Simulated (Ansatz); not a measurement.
**Ni: a tetragonal deformation path**

The task here is to estimate one member of a computed series from the others.

Program: Ansatz 0.2.0. Level of theory: DFT PBEsol, scalar-relativistic, plane waves, PAW. These are calculated values, not measurements.

3 further runs of the same task are left out: 3 set aside as unsound or not needed.

### Starting point

It takes space group Fm-3m (No. 225, cubic). The conventional cell has a = 3.463 Å, b = 3.463 Å, c = 3.463 Å, α = 90.00°, β = 90.00°, γ = 90.00°. Ni (site symmetry m-3m) has 12 Ni at 2.45 Å as nearest neighbours.

Structure file:

```
Ni
1.0
     0.00000    1.73157    1.73157
     1.73157    0.00000    1.73157
     1.73157    1.73157    0.00000
Ni
1
Cartesian
  0.0000 0.0000 0.0000
```

This cell was relaxed beforehand with the same method: volume 10.38 Å³/atom, gap on the mesh none (metal), site moments up to 0.7 μB.

Set-up of the first run:

The input, input.yaml:

```yaml
crystal:
  lattice:
    - [0.0, 1.7315747009, 1.7315747009]
    - [1.7315747009, 0.0, 1.7315747009]
    - [1.7315747009, 1.7315747009, 0.0]
  atoms:
    - { symbol: Ni, position: [0.0, 0.0, 0.0], spin: 0.73 }
basis:
  ecutwfc: 420
kpoints:
  mp_grid: { grid: [32, 32, 32] }
hamiltonian:
  xc: pbesol
scf:
  occupations: { method: gaussian, width: 0.15 }
output:
  forces: true
  stress: true
  eigenvalues: true
  populations: true
  write_density: true
  write_potential: true
  elf: true
  volumetric_format: npy
magnetization:
  spin_polarized: true
```

Command:

```bash
$ ansatz run input.yaml --threads 1 --pin off --max-ram 2560MiB --backend cpu --events-out ev --progress --plain --runs-dir out
```

Among the steps run: The reference: the undisturbed cell on the scan's mesh; ρ = 0.707; Point ρ = 1.414; ρ = 0.850; Point ρ = 1.200; ρ = 0.780; Point ρ = 1.300.

One table of the session follows, with a row left open; its other results are not shown here.

The scan, with free energies counted from the undisturbed cell:

```
    ρ  ΔE (meV/atom)  pressure (GPa)  moment (μB/cell)
0.707          107.4             1.7              0.51
0.780           89.6             1.7              0.56
0.850              ?               ?                 ?
1.000            0.0             0.1              0.62
1.200          122.2             3.4              0.56
1.300          263.3             7.7              0.50
1.414          483.5            15.6              0.47
```

Estimate the missing values for ρ = 0.850.

Worked estimate for «ΔE (meV/atom)». A straight line through the neighbours (0.780, 89.6) and (1.000, 0.0) gives 89.6 + (0.0 − 89.6) × (0.850 − 0.780) / (1.000 − 0.780) = 61.1; a parabola fitted to 4 rows on both sides gives 29.5.

**Answer.** ΔE (meV/atom): 52.2; pressure (GPa): 1.2; moment (μB/cell): 0.60. In «ΔE (meV/atom)» the line misses by +8.9 and the parabola by -22.7.
